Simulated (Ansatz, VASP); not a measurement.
Sb in VASP and in Ansatz

File INCAR:

```
  PREC = Accurate
  ENCUT = 520
  EDIFF = 1E-7
  ISMEAR = -1
  SIGMA = 0.05
  LREAL = False
  LASPH = True
  NELM = 100
  ALGO = Normal
  ISIF = 2
  LWAVE = False
  LCHARG = True
  GGA = PS
  LELF = True
  LVHAR = True
  NBANDS = 12
```

File KPOINTS:

```
regular mesh
0
Gamma
  9 9 9
```

POSCAR

```
Sb
1.0
    2.2151183420      1.2788991710      3.7440000000
   -2.2151183420      1.2788991710      3.7440000000
    0.0000000000     -2.5577983419      3.7440000000
Sb
2
Direct
    0.2336400000      0.2336400000      0.2336400000
    0.7663600000      0.7663600000      0.7663600000
```

Input for Ansatz:

```yaml
crystal:
  lattice:
    - [2.215118342, 1.278899171, 3.744]
    - [-2.215118342, 1.278899171, 3.744]
    - [0.0, -2.5577983419, 3.744]
  atoms:
    - { symbol: Sb, position: [0.23364, 0.23364, 0.23364] }
    - { symbol: Sb, position: [0.76636, 0.76636, 0.76636] }
kpoints:
  mp_grid: { grid: [9, 9, 9] }
  band_path:
    path:
      - [0.0, 0.0, 0.0]
      - [0.5, 0.5, 0.5]
      - [0.7555458587, 0.2444541413, 0.5]
      - [0.5, -0.2444541413, 0.2444541413]
      - [0.5, 0.0, 0.0]
      - [0.0, 0.0, 0.0]
      - [0.3722270707, -0.3722270707, 0.0]
      - [0.6277729293, 0.0, 0.3722270707]
      - [0.5, 0.0, 0.5]
    npoints: 5
scf:
  occupations: { method: fermi_dirac, width: 0.05 }
hamiltonian:
  xc: pbesol
  pseudopotentials: { kind: all_electron, lapw: { basis_error: 0.0005 } }
output:
  forces: true
  stress: true
  eigenvalues: true
```

Change from the starting cell: equal xx and yy strain of +3 %.

Alike in both runs: task single point; functional PBEsol; k mesh 9 × 9 × 9; occupations fermi-dirac, width 0.05 eV; no spin polarisation.

|  | VASP | Ansatz |
| --- | --- | --- |
| version | VASP 6.6.1 | Ansatz 0.2.0 |
| potentials or method | VASP PAW PBE potentials, release 64 (Sb) | all-electron LAPW, scalar-relativistic |
| plane-wave cutoff (eV) | 520 | see its input |

Ansatz gave:

* pressure (GPa): -2.9
* largest component of the traceless stress (GPa): 0.88
* rms of the force components (eV/Å): 0.047

Question: Estimate VASP's values.

Answer: Pressure (GPa): -2.7; largest component of the traceless stress (GPa): 0.84; rms of the force components (eV/Å): 0.024.

Atom by atom the forces differ by 0.023 eV/Å (rms over components). Ansatz ran all-electron here, so the differences hold the error of VASP's frozen core and of both bases.

Caveats: the PAW data sets were made with another functional, which shifts forces and pressure a little (VASP); spin-orbit coupling is left out, which moves the levels of the heavy elements; an odd mesh through Γ misses points on the zone boundary, where band edges often lie.
